Q: I have the levels of MgS at six points of the k mesh, and a seventh point whose levels I don't know. Can I work them out without running the calculation?

Levels of rock-salt MgS with atoms displaced at random by about 0.05 Å, from GPAW 26.7.0 with PBE, PAW data sets (gpaw-data 1.2.1) and an 800 eV plane-wave cutoff, without spin polarisation or spin-orbit coupling. The k mesh is 9×9×9, with 0.05 eV Fermi-Dirac smearing. Levels are numbered outwards from the gap, with energies relative to the valence top on the mesh.

```
point a (reciprocal cell vector)  point b (reciprocal cell vector)  point c (reciprocal cell vector)  level point (row)  level under 4 (eV)  level under 3 (eV)  level under 2 (eV)  level under 1 (eV)  level over 1 (eV)
                          0.0000                            0.0000                            0.0000                  1             -12.669              -0.014              -0.001               0.000              3.718
                          0.0000                            0.2222                            0.4444                  2             -11.368              -3.891              -1.770              -1.136              4.645
                          0.0000                            0.3333                            0.0000                  3             -11.769              -3.837              -0.464              -0.460              4.779
                          0.0000                            0.4444                            0.4444                  4             -11.064              -4.093              -1.641              -1.640              2.926
                          0.2222                           -0.4444                           -0.2222                  5             -10.989              -3.538              -2.967              -2.105              5.193
                          0.2222                            0.1111                           -0.1111                  6             -11.948              -2.747              -1.200              -0.536              5.888
                          0.4444                           -0.2222                            0.4444                  ?                   ?                   ?                   ?                   ?                  ?
```

A: We can try, if you first find out where the points lie. Which ones do you recognise?

Q: The first is Γ, where the wave has the same phase in every cell. For the others I converted the points to cubic axes, in units of 2π/a with a the cube edge, taking the usual rock-salt cell vectors. Point 3 then lies on the line to L, point 4 close to X and point 5 close to W. The seventh is equivalent by symmetry to (0.89, 0.22, 0.22), so it sits beside X, shifted towards U.

A: The table supports that choice of vectors. On the lines to L and to X two p levels must coincide in a cubic crystal, and at points 3 and 4 the upper two filled levels agree within a few meV. The small remainder is there because the atoms in this run were moved off their rock-salt sites by about 0.05 Å, which lowers the symmetry below cubic, while the cell keeps its fcc shape. Our picture leaves this shift out. What are the four filled levels?

Q: Sulphur levels, since Mg has given its two electrons away. By the usual assignment, the deep one near -11 to -13 eV is S 3s and the three above it are mainly S 3p.

A: Then picture the p orbitals on neighbouring sulphur atoms. At Γ they all carry the same sign, so lobes that face each other have opposite signs. That is antibonding, and it puts the valence top, the zero of our energies, at Γ. What changes close to X, with the wave running along x?

Q: The sign nearly reverses from one atomic layer to the next. The p orbitals along x now meet with equal signs, which is bonding, and their level drops to -4.09 eV. The y and z orbitals are equivalent to each other, so they stay together at -1.64 eV.

A: Now tilt the wave towards U, so that it also advances along the diagonal y+z. The combination p_y+p_z points along that diagonal, meets neighbours whose phase has changed, and gains bonding. The combination p_y-p_z points along the other diagonal, where the phase has not changed, so it stays antibonding. The pair must split, with p_y-p_z on top.

Q: Does magnesium play any part?

A: Its empty 3s orbital lies higher in energy and pushes the p levels down wherever the two can mix. At Γ the sulphur atoms on either side of a Mg atom present lobes of opposite sign to it, and the effect cancels. Close to X it nearly cancels again, while on the way to L it grows. The table has a trace of this: the upper pair lies above the lowest p level by 3.375 eV at point 3 and by 2.453 eV at point 4, a ratio of 1.38. Coupling between nearest sulphur atoms alone would give 1.16.

Q: So the numbers prove the role of Mg 3s?

A: They show that one coupling is not enough. That the second comes from Mg 3s is an argument from symmetry and energy, since the table holds no orbital characters. The next shell of sulphur atoms, along the cube axes, can't stand in for it: it doesn't split the p levels on the line to L, and close to X it would widen the split, which lowers the ratio.

Q: How do I turn this into an energy?

A: Write c for cos(πk) and s for sin(πk) along each axis. Summing over the twelve sulphur neighbours of a sulphur atom gives

F = cx·cy + cy·cz + cz·cx

The S 3s level and the mean of the three p levels, before the push from Mg, should each follow a straight line in F. Fitted to the six known points, that mean is

M = -2.006 + 0.667·F (in eV)

Two more constants split the p levels: t for the sulphur neighbours and w for the push from Mg. The splittings at points 3 and 4 fix them:

2.25·(t + w) = 3.375
1.940·(t + 0.060·w) = 2.453

This gives t = 1.25 eV and w = 0.25 eV. Try the top level at the seventh point.

Q: There cx = cos 160° = -0.940, while cy = cz = cos 40° = 0.766, so F = -0.853 and M = -2.575 eV. What is the formula for p_y-p_z?

A: A mirror plane exchanges y and z and reverses the sign of this combination. It therefore cannot mix with an s orbital on Mg, and w drops out:

E(top) = M + t·(F/3 - cx·cy + sy²)

Q: With sy² = 0.413 this becomes

E(top) = -2.575 + 1.25·(-0.284 + 0.720 + 0.413) = -1.51 eV

A: The other two p levels are mixtures of p_x and p_y+p_z, and the same constants place them near -2.55 and -3.9 eV. I would allow ±0.25 eV for each of the three. At points 2, 5 and 6, whose splittings were not used to set t and w, the typical miss is 0.15 eV, although those points did enter the fit of the mean.

Q: And the S 3s level?

A: An s orbital has no direction, so only F matters. Equal signs on all neighbours are bonding for s, which makes Γ its lowest point. The straight line through the six points gives -11.07 eV at the seventh, and I would allow ±0.10 eV.

Q: That leaves the lowest empty level. At point 4 it is 2.926 eV, lower than at Γ, so there is a valley near X.

A: Yes, and the gap is indirect. Don't read that value as the measured gap: PBE makes gaps too small, and the mesh stops short of X itself. For the seventh point we need to know how steeply the valley rises sideways. Points 4, 5 and 7 lie equally far from X along the axis, and the seventh has half the squared sideways distance of point 5.

Q: If the rise is a parabola, I take half of the rise between points 4 and 5 and get 4.06 eV.

A: A band must also repeat from zone to zone, so the rise may slow down further out. A squared sine does that and gives 4.86 eV. I would forecast the middle, about 4.5 eV, with ±0.5 eV. This is the weakest of our forecasts, because it rests on two points and the rise may depend on direction.

Q: Then let us see the calculation.

The withheld rows as computed:

```
point a (reciprocal cell vector)  point b (reciprocal cell vector)  point c (reciprocal cell vector)  level point (row)  level under 4 (eV)  level under 3 (eV)  level under 2 (eV)  level under 1 (eV)  level over 1 (eV)
                          0.4444                           -0.2222                            0.4444                  7             -11.037              -3.866              -2.777              -1.391              3.863
```

Q: All four filled levels are inside their ranges. The S 3s level is off by only 0.03 eV.

A: The pair is broken, as the picture said. Which orbital lies on top can't be checked here, since the levels are only sorted by energy. The size of the split is less good: 1.39 eV in the calculation against 1.05 eV in the model. Most of that comes from the middle level, which the model puts 0.21 eV too high, close to the edge of its range.

Q: Was that to be expected?

A: There was a sign of it. At points 2 and 6 the model also puts the middle level about 0.2 eV too high and the top level slightly too low, so the split comes out too small there as well. At point 5 all three p levels are too high together and the split is nearly right. So this looks like a fault of the model in part of the zone and not an accident of one point. The table doesn't tell which missing coupling is to blame. Mixing with S 3s, which the model leaves out, is no direct explanation: that level lies deeper, so it would push p levels up, not down.

Q: The empty level is a plain miss, though. It lies at 3.86 eV, 0.6 eV below our forecast and outside its range.

A: It is even below the parabola, so both of our curves rose too fast. From point 4 to the seventh point the level climbs 3.863 - 2.926 = 0.937 eV, which is 41% of the climb from point 4 to point 5, where a parabola would have 50%. The squared sine moved our forecast the wrong way.

Q: Is the valley softer towards U than towards W, or does it steepen with distance in every direction?

A: The lowest level alone can't separate the two, since the seventh point differs from point 5 in both distance and direction. In a cubic crystal the parabolic part of the sideways rise is the same in all directions, so any difference between U and W must come from higher terms. The same run gives a clue in the second empty level: 4.455 eV at point 4, 7.367 eV at point 5 and 6.316 eV at the seventh. It climbs 1.861 of 2.912 eV, or 64%, where the lowest climbs 41%, so at the seventh point the two levels have moved apart, as levels do when they mix. If the lower is s-like and the upper has the shape of a d_yz orbital, the mirror that reverses z keeps them apart on the way to W, while towards U both are even under the exchange of y and z and can repel. So the valley is most likely softer towards U. To learn the curvature of this valley, and with it the effective mass of an electron there, you need points close to its bottom.

Q: Why did the filled levels forgive us so much more?

A: For them we knew which orbitals were involved and how their signs meet at each point, so a few couplings were enough: six points fixed the S 3s level and the mean of the p levels, and two points fixed their splitting. For the empty level we only drew a curve between two energies. The output below gives the forecast and the miss for every level of the seventh point.

Output of the analysis:

```
fit of level_under_4 on 6 rows: constant -11.43 +/- 0.019, coefficient of shell -0.4247 +/- 0.013; rms 0.0362, worst 0.2222 0.0585, leave-one-out rms 0.0765
  rows outside the fit (model, value, miss): 0.4444 -11.07, -11.04, -0.0344
fit of (level_under_1 + level_under_2 + level_under_3)/3 + w*sines/3 on 6 rows: constant -2.006 +/- 0.055, coefficient of shell 0.6672 +/- 0.038; rms 0.103, worst 0.2222 0.153, leave-one-out rms 0.147
  rows outside the fit (model, value, miss): 0.4444 -2.575, -2.599, 0.024
S 3p levels, model and model less computed (eV):
     row       kx       ky       kz  neighbour sum        low     middle        top  miss low  miss middle   miss top
     0.0        0        0        0              3  -0.004395  -0.004394  -0.004392  0.009605    -0.003394  -0.004392
     0.0   0.6666   0.2222  -0.2222        -0.1789     -4.012     -1.555     -1.205   -0.1206       0.2154   -0.06941
     0.0   0.3333  -0.3333   0.3333         0.7503     -3.944    -0.5701     -0.567   -0.1066      -0.1061     -0.107
     0.0   0.8888        0        0        -0.8792     -4.237     -1.786     -1.784   -0.1444      -0.1451    -0.1436
  0.2222  -0.8888   0.4444        0        -0.9291     -3.447     -2.809     -1.895   0.09132       0.1582     0.2101
  0.2222  -0.2222        0   0.4444          1.073      -2.65      -1.01    -0.5573   0.09673       0.1904   -0.02135
  0.4444  -0.2222    1.111  -0.2222        -0.8531     -3.885     -2.562     -1.515  -0.01889       0.2147    -0.1238
p splitting (upper pair less low level), row 3 (eV): 3.375
p splitting (upper pair less low level), row 4 (eV): 2.453
ratio of these splittings, computed: 1.376
ratio of these splittings if S neighbours alone acted: 1.16
strength of the second (Mg-like) term (eV): 0.2509
rms miss of the p levels in rows 2, 5 and 6 (eV): 0.1451
withheld row, split of the upper p pair, model (eV): 1.047
withheld row, split of the upper p pair, computed (eV): 1.386
withheld row, lowest empty level (eV; same forecast beside every label):
     row  parabola  squared sine  forecast  computed (withheld row only)  miss (withheld row only)
     0.0     4.059         4.857     4.458                             0                         0
     0.0     4.059         4.857     4.458                             0                         0
     0.0     4.059         4.857     4.458                             0                         0
     0.0     4.059         4.857     4.458                             0                         0
  0.2222     4.059         4.857     4.458                             0                         0
  0.2222     4.059         4.857     4.458                             0                         0
  0.4444     4.059         4.857     4.458                         3.863                    0.5954
```
